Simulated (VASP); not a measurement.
# Settings for RbBr: relaxation of the atoms

RbBr, P1 (no. 1), 8 atoms in the cell. PBE, relaxation of the atoms; PAW potentials Rb_sv, Br (PBE set). VASP 6.6.1.

Wanted: energy within 1 meV/atom; two shortest distances of each atom within 0.01 Å.

POSCAR:
```
RbBr
1.0
    6.8540000000      0.0000000000      0.0000000000
    0.0000000000      6.8540000000      0.0000000000
    0.0000000000      0.0000000000      6.8540000000
Rb Br
4 4
Direct
    0.0065200000      0.0041980000      0.0009040000
    0.4898540000      0.5050450000      0.0020750000
    0.4975990000      0.0017670000      0.5012490000
    0.0060000000      0.4961810000      0.5030900000
    0.4955830000      0.4942470000      0.4926900000
    0.0090800000     -0.0037050000      0.4946070000
   -0.0048770000      0.4932940000     -0.0023540000
    0.5002410000      0.0089740000      0.0077400000
```

The series start from Force threshold EDIFFG (eV/Å): -0.02; Electronic threshold EDIFF (eV): 1e-6; Relaxation method: conjugate gradient, POTIM 0.5; Mixing and least electronic steps: default. Each series keeps the choices made before it, and each single choice may use up half of a tolerance.

## Force threshold EDIFFG (eV/Å)

| Force threshold EDIFFG (eV/Å) | Energy less reference (meV/atom) | Two shortest distances of each atom, largest deviation (Å) | Time (s) |
|---|---|---|---|
| -0.1 | 1.0 | 0.034 | 7.3 |
| -0.05 | 0.3 | 0.006 | 11 |
| -0.03 | 0.3 | 0.006 | 13 |
| -0.02 | 0.2 | 0.002 | 17 |
| -0.01 | 0.0 | 0.002 | 26 |
| -0.005 | 0.0 | 0.002 | 30 |
| -0.002 (reference) | 0.0 | 0.000 | 32 |

Chosen: -0.02, the loosest value from which every tighter one stays within half of the tolerance.

## Electronic threshold EDIFF (eV)

| Electronic threshold EDIFF (eV) | Energy less reference (meV/atom) | Two shortest distances of each atom, largest deviation (Å) | SCF iterations | Time (s) |
|---|---|---|---|---|
| 0.001 | 0.1 | 0.004 | 29 | 10 |
| 0.0001 | 0.0 | 0.001 | 38 | 14 |
| 1e-5 | 0.0 | 0.001 | 45 | 13 |
| 1e-6 | 0.0 | 0.001 | 57 | 17 |
| 1e-7 (reference) | 0.0 | 0.000 | 64 | 17 |

Chosen: 0.001.

## Relaxation method

| Relaxation method | Energy less reference (meV/atom) | Two shortest distances of each atom, largest deviation (Å) | SCF iterations | Time (s) |
|---|---|---|---|---|
| conjugate gradient, POTIM 0.5 | 0.0 | 0.000 | 29 | 10 |
| conjugate gradient, POTIM 0.2 | 0.0 | 0.002 | 36 | 13 |
| conjugate gradient, POTIM 1.0 | -0.1 | 0.003 | 33 | 12 |
| quasi-Newton, POTIM 0.5 | 0.0 | 0.002 | 32 | 11 |
| quasi-Newton, POTIM 0.3, 10 steps kept | 0.0 | 0.002 | 89 | 32 |
| quasi-Newton, POTIM 0.5, at least 5 electronic steps | -0.2 | 0.002 | 51 | 14 |
| damped dynamics, POTIM 0.2, SMASS 0.4 | -0.1 | 0.003 | 51 | 20 |
| damped dynamics, POTIM 0.4, SMASS 0.8 | 0.0 | 0.002 | 32 | 12 |
| velocity quench, POTIM 0.1 | -0.2 | 0.002 | 39 | 15 |

Chosen: conjugate gradient, POTIM 0.5; no other choice that stays within half of the tolerance saves 30 % of the time.

## Mixing and least electronic steps

| Mixing and least electronic steps | Energy less reference (meV/atom) | Two shortest distances of each atom, largest deviation (Å) | SCF iterations | Time (s) |
|---|---|---|---|---|
| default | 0.0 | 0.000 | 29 | 10 |
| MAXMIX 40 | 0.0 | 0.002 | 30 | 11 |
| NELMIN 4 | -0.2 | 0.004 | 64 | 20 |
| NELMIN 4, MAXMIX 40 | -0.2 | 0.004 | 71 | 22 |
| ALGO Fast | -0.2 | 0.002 | 64 | 23 |

Chosen: default.

## All choices together

| Input | Energy less reference (meV/atom) | Two shortest distances of each atom, largest deviation (Å) | Time (s) |
|---|---|---|---|
| program defaults (naive) | 0.2 | 0.002 | 12 |
| chosen settings | 0.3 | 0.005 | 10 |
| reference settings throughout | 0.0 | 0.000 | 41 |

The tolerance is met.

## The input

INCAR:
```
SYSTEM = RbBr
  PREC = Normal
  ENCUT = 250
  EDIFF = 0.001
  ISMEAR = 0
  SIGMA = 0.05
  LREAL = .False.
  LASPH = .True.
  NELM = 100
  ALGO = Normal
  LWAVE = .False.
  LCHARG = .False.
  IBRION = 2
  NSW = 150
  ISIF = 2
  EDIFFG = -0.02
  POTIM = 0.5
  KPAR = 8
```

KPOINTS:
```
k-points
0
Gamma
  3 3 3
```

Commands:
```
cat potpaw_PBE.64/Rb_sv/POTCAR potpaw_PBE.64/Br/POTCAR > POTCAR
mpirun -np 8 vasp_std > vasp.out
```

The naive input happens to agree within the tolerance here, in 12 s.

Limits: the start was distorted on purpose (atoms moved at random), so the space group given is the start's and not the crystal's.

The chosen input took VASP 6.6.1 10 s on 8 cores (Intel Xeon 6975P-C (Granite Rapids)), a shared host.

## An input that fails: no relaxation method typed, so the run becomes molecular dynamics without a time step

VASP's message: Fatal error! IBRION=0, but no entry for POTIM on file INCAR. MUST be specified!.

Changes against the starting input:
```
- IBRION = 2
- POTIM = 0.5
```
